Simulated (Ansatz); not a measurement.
# 5-layer honeycomb SiC (AA') in a perpendicular field

What dipole does a perpendicular field induce in the 5-layer honeycomb SiC (AA'), and does the gap follow? A positive field points along +c.

Main program and level: Ansatz 0.2.0; plane-wave DFT, PBE-D3(BJ), Ansatz PAW.

## Step 1: The starting structure

The cell holds 10 atoms: 5 C and 5 Si. Cell: a = 3.100 Å, b = 3.100 Å, c = 57.800 Å, α = 90.0°, β = 90.0°, γ = 120.0°. Regions: layer 1: honeycomb SiC, 2 atoms (1 C and 1 Si); layer 2: honeycomb SiC, 2 atoms (1 C and 1 Si); layer 3: honeycomb SiC, 2 atoms (1 C and 1 Si); layer 4: honeycomb SiC, 2 atoms (1 C and 1 Si); layer 5: honeycomb SiC, 2 atoms (1 C and 1 Si). Vacuum lies along c.

## Step 2: Relaxing the slab

The starting cell is a guess, so the in-plane lattice and the atoms are relaxed first, with the slab cut off from its images along the normal.

The input, input.yaml:

```yaml
crystal:
  lattice:
    - [3.1, 0.0, 0.0]
    - [-1.55, 2.6846787517, 0.0]
    - [0.0, 0.0, 57.8000000014]
  atoms:
    - { symbol: C, position: [0.6666666667, 0.3333333333, 0.384083045] }
    - { symbol: Si, position: [0.3333333333, 0.6666666667, 0.384083045] }
    - { symbol: C, position: [0.3333333333, 0.6666666667, 0.4420415225] }
    - { symbol: Si, position: [0.6666666667, 0.3333333333, 0.4420415225] }
    - { symbol: C, position: [0.6666666667, 0.3333333333, 0.5] }
    - { symbol: Si, position: [0.3333333333, 0.6666666667, 0.5] }
    - { symbol: C, position: [0.3333333333, 0.6666666667, 0.5579584775] }
    - { symbol: Si, position: [0.6666666667, 0.3333333333, 0.5579584775] }
    - { symbol: C, position: [0.6666666667, 0.3333333333, 0.615916955] }
    - { symbol: Si, position: [0.3333333333, 0.6666666667, 0.615916955] }
  periodic: [true, true, false]
kpoints:
  mp_grid: { grid: [12, 12, 1] }
hamiltonian:
  xc: pbe
  dispersion: d3bj
scf:
  occupations: { method: fermi_dirac, width: 0.05 }
  convergence: { dr2_threshold: 1.0e-09 }
relax:
  f_tol: 0.004
  max_steps: 90
  cell: {}
output:
  write_potential: true
  write_density: true
  volumetric_format: npy
```

The run is started by

```sh
> ansatz run input.yaml --threads 2 --pin off --max-ram 4096MiB --backend cpu --events-out ev --progress --plain --runs-dir out
```

Numbers of over 12 decimals in the logs are rounded to 6 here.

The program printed:

```text
Warning: relax.cell: scf.convergence.dr2_threshold = 1e-9 eV is looser than the 1.82628387784e-10 eV advised for a relaxation that steers and ends on the stress (1e-10 eV for each atom of the cell: 10, times the square of relax.cell.stress_2d_tol = 0.05 N/m over 23.4 Å (the atoms' height at the walk's start and 5 Å past either face), 2.137e-2 GPa, over a crystal's default 0.05). What an SCF threshold leaves in a stress goes as its square root, and in the free energy as the threshold itself, and one threshold admits the most on a small cell: [figures from the program's tests cut] Set scf.convergence.dr2_threshold to 1.82628387784e-10 eV or tighter. [rest of the remark cut]
Engine: ansatz 0.2.0, aarch64-unknown-linux-gnu
Pseudopotentials: kind: paw
Pseudopotential: C, paw, valence charge 4, recommended cutoff 420 eV (normal), C.paw.azcp
Pseudopotential: Si, paw, valence charge 4, recommended cutoff 420 eV (normal), Si.paw.azcp
Functional definition: PBE
  parameter kappa = 0.804
  parameter beta = 0.066725
  exchange = pbe_x(kappa = kappa, mu = beta*pi^2/3)
  correlation = pbe_c(beta = beta)
Crystal: 10 atoms, lattice volume = 481.041 Å³
Basis set: ecut = 420 eV, 9361 PW (Γ), exchange–correlation on 48×48×800 points (8 copies of the dense FFT grid, shifted against one another)
Bands: 30, of which v1, the nominal top of the filled ones, is band 20 counted from 1 (19 counted from 0)
Symmetry: 12 space group operations
Space group: P-6m2 (ITA 187), of the structure as read, at distance tolerance 7.8e-5 Å
k-points: 19 of 144 (time reversal used)
Non-local potential: C, projectors of the file, l = 0: 2, l = 1: 2, l = 2: 1
Non-local potential: Si, projectors of the file, l = 0: 2, l = 1: 2, l = 2: 2
PAW form: soft (Blöchl's): semilocal exchange-correlation on the pseudo side does not see the compensation charge
PAW one-centre angular grid: C, 110 points (default); XC on 64 Gauss nodes
PAW one-centre angular grid: Si, 110 points (default); XC on 64 Gauss nodes
Initial density: superposition of atomic densities (neutral atoms: chi_scale 0, normalization atom), corrected by the library's trained network
Initial wavefunctions: pseudopotential atomic-orbital guess
Functional: x = pbe(κ = 0.804, μ = 0.219515), c = pbe(β = 0.066725)
SCF iter   1: F=—  HF=-4433.119044 eV  |F-HF|=—  |Δ(HF+E_count)|=         —  Δρ=1.67e-3  dr2=2.09e-2  ethr=1.77e-3  ⟨swp⟩=16.3  Hψ=5498  notcnv=0  defer=8
preconditioner: auto → Resta (q_TF=auto, 1.802 Å⁻¹)  ε∞=2.1  [insulator: Δε(μ)=2.071 eV  Ē_g=10.358 eV  σ=0.050 eV  W_gap=1.00  n_scr=32 (ndim 8)  ℏωp=10.7 eV  f_vac=0.689  D(μ)=0.00/eV (n_scr^D=0)  ε∞_Penn≈2.1  vacuum switching on, ρ_ref=7.8e-3 e/Å³]
SCF iter   2: F=—  HF=-4433.118431 eV  |F-HF|=—  |Δ(HF+E_count)|=   6.13e-4  Δρ=7.75e-4  dr2=4.05e-3  ethr=5.23e-5  ⟨swp⟩=3.8  Hψ=1534  notcnv=0  defer=53
SCF iter   3: F=—  HF=-4433.118882 eV  |F-HF|=—  |Δ(HF+E_count)|=   4.51e-4  Δρ=3.66e-4  dr2=1.23e-3  ethr=1.01e-5  ⟨swp⟩=2.9  Hψ=980  notcnv=0  defer=53
SCF iter   4: F=—  HF=-4433.119148 eV  |F-HF|=—  |Δ(HF+E_count)|=   2.66e-4  Δρ=1.31e-4  dr2=3.81e-4  ethr=3.07e-6  ⟨swp⟩=3.7  Hψ=1128  notcnv=0  defer=53
SCF iter   5: F=—  HF=-4433.119100 eV  |F-HF|=—  |Δ(HF+E_count)|=   4.80e-5  Δρ=3.34e-5  dr2=3.91e-6  ethr=9.52e-7  ⟨swp⟩=2.9  Hψ=937  notcnv=0  defer=53
SCF iter   6: F=—  HF=-4433.119076 eV  |F-HF|=—  |Δ(HF+E_count)|=   2.33e-5  Δρ=1.08e-5  dr2=1.31e-6  ethr=9.77e-9  ⟨swp⟩=3.2  Hψ=1280  notcnv=0  defer=54
SCF iter   7: F=—  HF=-4433.119076 eV  |F-HF|=—  |Δ(HF+E_count)|=   4.32e-8  Δρ=2.58e-6  dr2=3.50e-8  ethr=3.27e-9  ⟨swp⟩=3.1  Hψ=1006  notcnv=0  defer=54
SCF iter   8: F=—  HF=-4433.119076 eV  |F-HF|=—  |Δ(HF+E_count)|=   8.44e-9  Δρ=1.11e-6  dr2=3.32e-9  ethr=8.75e-11  ⟨swp⟩=3.2  Hψ=1138  notcnv=0  defer=54
SCF iter   9: F=—  HF=-4433.119076 eV  |F-HF|=—  |Δ(HF+E_count)|=   4.81e-9  Δρ=5.03e-7  dr2=1.63e-9  ethr=2.50e-12  ⟨swp⟩=11.4  Hψ=4259  notcnv=0
SCF iter  10: F=-4433.119076 eV  HF=-4433.119076 eV  |F-HF|=5.91e-11  |Δ(HF+E_count)|=  3.03e-10  Δρ=6.31e-8  dr2=1.40e-11  ethr=2.50e-12  ⟨swp⟩=9.6  Hψ=3538  notcnv=0
SCF 1 converged in 10 iterations: F = -4433.119076 eV  dr2 = 1.40e-11
  greatest PAW one-centre occupation: 0.652 electrons in one spin orbital (limit 2), on the C atom at site 4 (counted from 0), in its partial waves of l = 0
relax step   1: F+E_penalty+E_count = -4433.11907640 eV  Δ(F+E_penalty+E_count) = +0.000e0 eV  max|allowed force component| = 2.456e-1 eV/Å  Δτ_max = 0.0000 Å  P = -3.657 N/m  Ω = 481.041 Å³  fix = [c, alpha, beta]  reactions: c -0.000 N/m  (10 SCF iters, accepted)
Crystal: 10 atoms, lattice volume = 479.504 Å³
Basis set: ecut = 420 eV, 9337 PW (Γ), exchange–correlation on 48×48×800 points (8 copies of the dense FFT grid, shifted against one another)
Initial density: handed on by an earlier stage of this run
Initial wavefunctions: those handed on with the density
iter 1 solved again at ethr=1.41e-3 eV; its pass at ethr=3.10e-3 eV (dr2=5.64e-1 eV) is discarded
SCF iter   1: F=—  HF=-4433.346636 eV  |F-HF|=—  |Δ(HF+E_count)|=         —  Δρ=9.89e-3  dr2=5.83e-1  ethr=1.41e-3  ⟨swp⟩=1.8  Hψ=4727  notcnv=0
preconditioner: auto → Resta (q_TF=auto, 1.803 Å⁻¹)  ε∞=2.1  [insulator: Δε(μ)=1.988 eV  Ē_g=10.443 eV  σ=0.050 eV  W_gap=1.00  n_scr=32 (ndim 8)  ℏωp=10.7 eV  f_vac=0.700  D(μ)=0.00/eV (n_scr^D=0)  ε∞_Penn≈2.1  vacuum switching on, ρ_ref=7.9e-3 e/Å³]
SCF iter   2: F=—  HF=-4433.200466 eV  |F-HF|=—  |Δ(HF+E_count)|=   1.46e-1  Δρ=3.69e-3  dr2=8.35e-2  ethr=1.41e-3  ⟨swp⟩=3.6  Hψ=1391  notcnv=0  defer=12
SCF iter   3: F=—  HF=-4433.192096 eV  |F-HF|=—  |Δ(HF+E_count)|=   8.37e-3  Δρ=1.80e-3  dr2=2.14e-2  ethr=2.09e-4  ⟨swp⟩=3.8  Hψ=1351  notcnv=0  defer=20
SCF iter   4: F=—  HF=-4433.192897 eV  |F-HF|=—  |Δ(HF+E_count)|=   8.01e-4  Δρ=7.02e-4  dr2=9.86e-3  ethr=5.36e-5  ⟨swp⟩=3.1  Hψ=1194  notcnv=0  defer=43
SCF iter   5: F=—  HF=-4433.191903 eV  |F-HF|=—  |Δ(HF+E_count)|=   9.94e-4  Δρ=2.73e-4  dr2=3.34e-4  ethr=2.47e-5  ⟨swp⟩=2.5  Hψ=845  notcnv=0  defer=44
SCF iter   6: F=—  HF=-4433.192093 eV  |F-HF|=—  |Δ(HF+E_count)|=   1.90e-4  Δρ=1.10e-4  dr2=7.82e-5  ethr=8.34e-7  ⟨swp⟩=3.4  Hψ=1213  notcnv=0  defer=41
SCF iter   7: F=—  HF=-4433.192229 eV  |F-HF|=—  |Δ(HF+E_count)|=   1.36e-4  Δρ=3.08e-5  dr2=6.69e-6  ethr=1.96e-7  ⟨swp⟩=2.7  Hψ=956  notcnv=0  defer=40
SCF iter   8: F=—  HF=-4433.192230 eV  |F-HF|=—  |Δ(HF+E_count)|=   1.21e-6  Δρ=1.42e-5  dr2=3.47e-6  ethr=1.67e-8  ⟨swp⟩=2.9  Hψ=1060  notcnv=0  defer=40
[...]
relax step  18: F+E_penalty+E_count = -4433.81464726 eV  Δ(F+E_penalty+E_count) = +1.498e-5 eV  max|allowed force component| = 6.082e-3 eV/Å  Δτ_max = 0.0086 Å  P = +0.067 N/m  Ω = 493.882 Å³  energy of the carried Pulay correction = -4.582e-3 eV  fix = [c, alpha, beta]  (10 SCF iters, rejected (line search))
relax step  19: F+E_penalty+E_count = -4433.81467532 eV  Δ(F+E_penalty+E_count) = -1.308e-5 eV  max|allowed force component| = 2.780e-4 eV/Å  Δτ_max = 0.0039 Å  P = +0.001 N/m  Ω = 493.876 Å³  energy of the carried Pulay correction = -4.579e-3 eV  fix = [c, alpha, beta]  reactions: c +0.000 N/m  (9 SCF iters, accepted)
relax step  20: F+E_penalty+E_count = -4433.82024647 eV  Δ(F+E_penalty+E_count) = -5.571e-3 eV  max|allowed force component| = 3.874e-4 eV/Å  Δτ_max = 0.0000 Å  P = +0.139 N/m  Ω = 493.876 Å³  fix = [c, alpha, beta]  reactions: c +0.000 N/m  stress off target by 1.39e-1 N/m on what of the cell is left free  SCF on the basis re-selected at this cell (its energy is not comparable with the rows above)  (6 SCF iters)
relax step  21: F+E_penalty+E_count = -4433.82012808 eV  Δ(F+E_penalty+E_count) = +1.184e-4 eV  max|allowed force component| = 1.119e-3 eV/Å  Δτ_max = 0.0026 Å  P = -0.117 N/m  Ω = 494.214 Å³  energy of the carried Pulay correction = -1.231e-4 eV  fix = [c, alpha, beta]  reactions: c -0.000 N/m  (8 SCF iters, accepted)
relax step  22: F+E_penalty+E_count = -4433.82019020 eV  Δ(F+E_penalty+E_count) = -6.212e-5 eV  max|allowed force component| = 1.676e-4 eV/Å  Δτ_max = 0.0008 Å  P = -0.001 N/m  Ω = 494.069 Å³  energy of the carried Pulay correction = -7.017e-5 eV  fix = [c, alpha, beta]  reactions: c -0.000 N/m  (7 SCF iters, accepted)
iter 1 solved again at ethr=1.68e-7 eV; its pass at ethr=3.10e-3 eV (dr2=6.70e-5 eV) is discarded
SCF iter   1: F=—  HF=-4433.820305 eV  |F-HF|=—  |Δ(HF+E_count)|=         —  Δρ=2.36e-6  dr2=1.48e-8  ethr=1.68e-7  ⟨swp⟩=7.1  Hψ=9031  notcnv=0
eigensolver tolerance schedule: the retry pair's looser diagonalisation over-reported the residual by 4525.75 of it (diagonalisation noise at 0.32 of the residual, at the tolerance the schedule requests for it); recorded, not acted on — ethr = c·dr2/N_el stays at c = 1.0e-1
preconditioner: auto → Resta (q_TF=auto, 1.794 Å⁻¹)  ε∞=1.9  [insulator: Δε(μ)=1.041 eV  Ē_g=11.274 eV  σ=0.050 eV  W_gap=1.00  n_scr=32 (ndim 8)  ℏωp=10.6 eV  f_vac=0.756  D(μ)=0.00/eV (n_scr^D=0)  ε∞_Penn≈1.9  vacuum switching on, ρ_ref=9.2e-3 e/Å³]
SCF iter   2: F=—  HF=-4433.820270 eV  |F-HF|=—  |Δ(HF+E_count)|=   3.49e-5  Δρ=1.54e-6  dr2=1.07e-8  ethr=3.70e-11  ⟨swp⟩=6.1  Hψ=2293  notcnv=0
SCF iter   3: F=—  HF=-4433.820270 eV  |F-HF|=—  |Δ(HF+E_count)|=   1.77e-9  Δρ=8.94e-7  dr2=2.47e-9  ethr=2.68e-11  ⟨swp⟩=2.2  Hψ=897  notcnv=0
SCF iter   4: F=—  HF=-4433.820270 eV  |F-HF|=—  |Δ(HF+E_count)|=  1.64e-10  Δρ=5.36e-7  dr2=1.07e-9  ethr=6.18e-12  ⟨swp⟩=2.2  Hψ=934  notcnv=0
SCF iter   5: F=-4433.820270 eV  HF=-4433.820270 eV  |F-HF|=8.55e-11  |Δ(HF+E_count)|=  1.79e-10  Δρ=2.30e-7  dr2=1.97e-10  ethr=2.50e-12  ⟨swp⟩=21.9  Hψ=5514  notcnv=0
SCF 23 converged in 5 iterations: F = -4433.820270 eV  dr2 = 1.97e-10
relax step  23: F+E_penalty+E_count = -4433.82026960 eV  Δ(F+E_penalty+E_count) = -7.940e-5 eV  max|allowed force component| = 1.829e-4 eV/Å  Δτ_max = 0.0000 Å  P = +0.000 N/m  Ω = 494.069 Å³  fix = [c, alpha, beta]  reactions: c +0.000 N/m  stress off target by 7.76e-5 N/m on what of the cell is left free  SCF on the basis re-selected at this cell (its energy is not comparable with the rows above)  (5 SCF iters)
basis re-selected at this cell: Δ(F+E_penalty+E_count) = -7.940e-5 eV, ΔP = +0.001 N/m vs the last step (what re-selecting the basis moved, of the pressure what is left beyond the Pulay correction that the steps carried, after the strain that the cell walked since its last selection, with what the two solves' SCF thresholds leave and, on support functions, any second-order correction that the steps lacked; it is no m [...]
WARN: The output density's exchange-correlation potential varies sharply where the density is thin. Do not read a vacuum level from v_tot or v_xc, or from such a field of the output density. On a cell that repeats whose density bears no net charge and no dipole along the vacuum's axis use v_es (v_loc + v_h of the components); under efield.dipole_correction with no amplitude use v_es + v_field, which holds any externa [...]
SCF converged after 5 iterations
Free energy (F): -4433.820270 eV
Harris-Foulkes:  -4433.820270 eV  (|F-HF|=8.55e-11)
Internal energy: -4433.820266 eV  (E = F + TS)
E sigma→0 (E₀):  -4433.820268 eV
Entropy (-TS):   -0.000003 eV (-0.000 meV/atom)
Fermi energy:    -4.148391 eV
--- Per-component energies (eV) ---
  E_band       = -464.488524
  E_kinetic    = 676.823674
  E_local      = -176884.432407  (includes V_loc(G=0)·N_el)
  E_nonlocal   = 258.474217
  E_hartree    = 88037.235145
  E_xc         = -525.655002
  E_vxc        = -544.236980  (∫ρ·V_xc dr)
  E_paw        = -3059.878825  (= ΣΔE_a)
  E_vpaw       = -45.588954  (= ΣTr[D̂ρ^β])
  E_aug_tail   = 0.000067  (compensation charges beyond the density's cutoff)
  E_ewald      = 87066.156637
  E_disp       = -2.543771  (pairwise vdW)
  E_smearing   = -0.000003  (= −TS)
  E_closure    = -0.000000  (closes the sum)
  Σ components = -4433.820270   (vs F -4433.820270, Δ=0.00e0)
--- Forces (eV/Å), atoms counted from 1 ---
  atom   1  C      0.00000000     0.00000000    -0.00018291
  atom   2  Si    -0.00000000    -0.00000000    -0.00005140
  atom   3  C      0.00000000     0.00000000     0.00003286
  atom   4  Si     0.00000000     0.00000000    -0.00002819
  atom   5  C      0.00000000     0.00000000     0.00000000
  atom   6  Si    -0.00000000    -0.00000000     0.00000000
  atom   7  C      0.00000000     0.00000000    -0.00003286
  atom   8  Si     0.00000000     0.00000000     0.00002819
  atom   9  C      0.00000000     0.00000000     0.00018291
  atom  10  Si    -0.00000000    -0.00000000     0.00005140
  max |Σ_I F_I| component: 5.55e-17 eV/Å
--- 2D stress c σ (N/m, compression-positive) ---
        0.000078       0.000000       0.000000
        0.000000       0.000078       0.000000
        0.000000       0.000000       0.000000
  P = ½ c Tr σ = 0.0001 N/m
--- Band table (eV; the first three rows and the last of 19) ---
  k-point 0: bands = [... 16 lower, -6.6206, -6.6206, -6.5521, -4.9270, -1.7941, -1.4679, -0.9048, -0.5438, ... 6 higher]
  k-point 1: bands = [... 16 lower, -6.8067, -6.7015, -6.2735, -4.8070, -1.4482, -1.2149, -0.7764, -0.4643, ... 6 higher]
  k-point 2: bands = [... 16 lower, -7.0657, -6.9328, -5.9614, -4.7196, -1.5853, -1.4095, -0.6490, -0.6166, ... 6 higher]
  k-point 18: bands = [... 16 lower, -7.7676, -7.1693, -6.7790, -5.5393, -2.0489, -1.3305, -0.5666, -0.5617, ... 6 higher]
  the weakly bound empty levels are not read free of the cell's end (no_gap_told)
--- Relaxed structure (21 steps of the walk, 18 accepted, 2 SCFs on fresh bases) ---
  F+E_penalty+E_count = -4433.82026960 eV   max|allowed force component| = 1.829e-4 eV/Å   (the final SCF, on the basis selected at the relaxed cell)
  cell:  # Å, volume = 494.0691 Å³
    - [3.141699, 0, 0.0]
    - [-1.570850, 2.720791, 0.0]
    - [0.0, 0.0, 57.8000000014]
  atoms:
    - { symbol: C, position: [0.666667, 0.333333, 0.415322] }
    - { symbol: Si, position: [0.333333, 0.666667, 0.417811] }
    - { symbol: C, position: [0.333333, 0.666667, 0.455663] }
    - { symbol: Si, position: [0.666667, 0.333333, 0.454316] }
    - { symbol: C, position: [0.666667, 0.333333, 0.5] }
    - { symbol: Si, position: [0.333333, 0.666667, 0.5] }
    - { symbol: C, position: [0.333333, 0.666667, 0.544337] }
    - { symbol: Si, position: [0.666667, 0.333333, 0.545684] }
    - { symbol: C, position: [0.666667, 0.333333, 0.584678] }
    - { symbol: Si, position: [0.333333, 0.666667, 0.582189] }
```

The job ended after 5.4 min (2 threads of Arm Neoverse V2, shared host; peak memory 0.75 GiB).

The steps of the relaxation (22 of 23):

| step | energy less that of the first step (eV) | largest force component (eV/Å) | volume (Å³) |
| --- | --- | --- | --- |
| 1 | 0.0000 | 0.2456 | 481.04 |
| 2 | -0.0731 | 0.1392 | 479.50 |
| 3 | -0.1507 | 0.1021 | 478.38 |
| 4 | -0.2313 | 0.1120 | 479.43 |
| 5 | -0.3209 | 0.1502 | 479.94 |
| 6 | -0.4143 | 0.2403 | 481.29 |
| 7 | -0.4897 | 0.0944 | 484.74 |
| 8 | -0.5595 | 0.1180 | 488.32 |
| 9 | -0.6040 | 0.1635 | 480.73 |
| 10 | -0.6520 | 0.0923 | 487.78 |
| 11 | -0.6685 | 0.0792 | 489.09 |
| 13 | -0.6613 | 0.1591 | 491.55 |
| 14 | -0.6894 | 0.0591 | 492.74 |
| 15 | -0.6945 | 0.0585 | 493.38 |
| 16 | -0.6927 | 0.0588 | 495.21 |
| 17 | -0.6956 | 0.0036 | 493.86 |
| 18 | -0.6956 | 0.0061 | 493.88 |
| 19 | -0.6956 | 0.0003 | 493.88 |
| 20* | -0.7012 | 0.0004 | 493.88 |
| 21 | -0.7011 | 0.0011 | 494.21 |
| 22 | -0.7011 | 0.0002 | 494.07 |
| 23* | -0.7012 | 0.0002 | 494.07 |

Relaxation steps marked * repeat the geometry before them on a plane-wave basis chosen anew for their cell, so energy and pressure can jump there. Other such steps can lie between the rows shown. Relaxation steps 13, 16, 18 were tried and not accepted.

The run keeps the 12 symmetry operations that it works with, so distortions that break them were not tested.

```
cell as run  before  after  change
      a (Å)   3.100  3.142  +1.3 %
      b (Å)   3.100  3.142  +1.3 %
```

The atoms that moved most (Å, along periodic axes as changes of fractional coordinates times the final cell, across vacuum about the mean position):

```csv
atom,dx,dy,dz,length
Si2,0.000,0.000,1.949,1.949
Si10,0.000,0.000,-1.949,1.949
C1,0.000,0.000,1.806,1.806
C9,0.000,0.000,-1.806,1.806
C3,0.000,0.000,0.787,0.787
C7,0.000,0.000,-0.787,0.787
Si4,0.000,0.000,0.709,0.709
Si8,0.000,0.000,-0.709,0.709
```

The relaxed structure:

```cif
data_structure
_symmetry_space_group_name_H-M 'P 1'
_symmetry_Int_Tables_number 1
_cell_length_a 3.1417
_cell_length_b 3.1417
_cell_length_c 57.8000
_cell_angle_alpha 90.000
_cell_angle_beta 90.000
_cell_angle_gamma 120.000
_cell_volume 494.07
loop_
_atom_site_label
_atom_site_type_symbol
_atom_site_fract_x
_atom_site_fract_y
_atom_site_fract_z
_atom_site_occupancy
C1 C 0.66667 0.33333 0.41532 1
Si2 Si 0.33333 0.66667 0.41781 1
C3 C 0.33333 0.66667 0.45566 1
Si4 Si 0.66667 0.33333 0.45432 1
C5 C 0.66667 0.33333 0.50000 1
Si6 Si 0.33333 0.66667 0.50000 1
C7 C 0.33333 0.66667 0.54434 1
Si8 Si 0.66667 0.33333 0.54568 1
C9 C 0.66667 0.33333 0.58468 1
Si10 Si 0.33333 0.66667 0.58219 1
```

The lattice constant a goes from 3.100 to 3.142 Å.

[end of part 1 of 2]

[Logs are printed without paths, hosts, clocks, repeated set-up lines and the standing remarks that a program may print on its own settings, such as how far it seeks lower states.]

[Hosts, paths, dates, database ids (printed as entryN), source tags and the programs' standing remarks are cut or masked in the printed files.]

[Maps of the electrostatic potential energy from Ansatz leave out the sawtooth potential of an applied field or a dipole correction, so their vacuum need not be flat; planar profiles and work functions include it.]
